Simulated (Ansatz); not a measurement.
The system is Te.

```
CELL_PARAMETERS angstrom
4.45400 0.00000 0.00000
-2.22700 3.85728 0.00000
0.00000 0.00000 5.92400
ATOMIC_POSITIONS crystal
Te 0.73100 0.73100 0.00000
Te 0.00000 0.26900 0.66667
Te 0.26900 0.00000 0.33333
```

```yaml
Program: Ansatz 0.2.0
Task: relaxation of cell and atoms
Functional: PBE
Potentials_or_basis: Ansatz PAW
Cutoff: "420 eV (not typed: the program's choice for these potentials)"
k_mesh: 7 × 7 × 5
Occupations: fermi-dirac, width 0.05 eV
Spin: no spin polarisation
```

At the start: volume 33.93 Å³/atom.

Q: How do energy, volume and symmetry change on relaxing?

A: It ends after 6 steps and the volume is 35.14 Å³/atom (+3.6 %); space group P3_121 (No. 152, to 0.05 Å).

The path:
```
step  energy change (eV)  largest force (eV/Å)  volume (Å³)
   1              0.0000                0.1481       101.78
   2             -0.0063                0.1271       106.55
   3             -0.0133                0.0244       104.84
   4             -0.0136                0.0030       105.13
   5             -0.0137                0.0009       105.43
   6             -0.0143                0.0009       105.43
```

Final structure:
```
Te
1.0
     4.52197    0.00000    0.00000
    -2.26099    3.91614    0.00000
     0.00000    0.00000    5.95378
Te
3
Direct
  0.73199 0.73199 0.00000
  0.00000 0.26801 0.66667
  0.26801 0.00000 0.33333
```

Caveat: the plane-wave basis is chosen anew once the cell has moved, so the energies of steps on either side of that aren't comparable.
